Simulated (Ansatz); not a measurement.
**AlNi3: relaxation of cell and atoms with PBE+D3(BJ)**

Crystal: AlNi3.

```
Ni Al
1.0
     3.52305    0.00000    0.00000
     0.00000    3.52305    0.00000
     0.00000    0.00000    3.52305
Ni Al
3 1
Direct
  0.50000 0.50000 0.00000
  0.50000 0.00000 0.50000
  0.00000 0.50000 0.50000
  0.00000 0.00000 0.00000
```

The cell is a database's computed one.

```
Program             : Ansatz 0.2.0
Task                : relaxation of cell and atoms
Functional          : PBE
Dispersion          : D3(BJ)
Potentials or basis : Ansatz PAW
Cutoff              : 420 eV (not typed: the program's choice for these potentials)
k mesh              : 8 × 8 × 8
Occupations         : fermi-dirac, width 0.05 eV
Spin                : collinear spin, ferromagnetic start
Starting moments    : [1.0, 1.0, 1.0, 0.0] μB
```

- Relaxed volume: 10.94 Å³/atom
- Relaxed cell: a = 3.524 Å, b = 3.524 Å, c = 3.524 Å, α = 90.00°, β = 90.00°, γ = 90.00°
- Space group after relaxing (to 0.05 Å): Pm-3m (No. 221)
- Energy gained by relaxing: 0.0 meV/atom
- Ionic steps: 4
- Pressure after relaxing: 0.0 GPa
- Net moment: 0.70 μB per cell
- Absolute moment: 0.88 μB per cell
- Site moments: Ni +0.26; Al -0.02 μB

Final structure:
```
Ni Al
1.0
     3.52421    0.00000    0.00000
     0.00000    3.52421    0.00000
     0.00000    0.00000    3.52421
Ni Al
3 1
Direct
  0.50000 0.50000 0.00000
  0.50000 0.00000 0.50000
  0.00000 0.50000 0.50000
  0.00000 0.00000 0.00000
```

Run time: 15 s on 2 threads of Intel(R) Xeon(R) Platinum 8259CL CPU @ 2.50GHz (Skylake/Cascade Lake), with other jobs on the host, peak memory 0.45 GiB.

Caveat: the plane-wave basis is chosen anew once the cell has moved, so the energies of steps on either side of that aren't comparable.
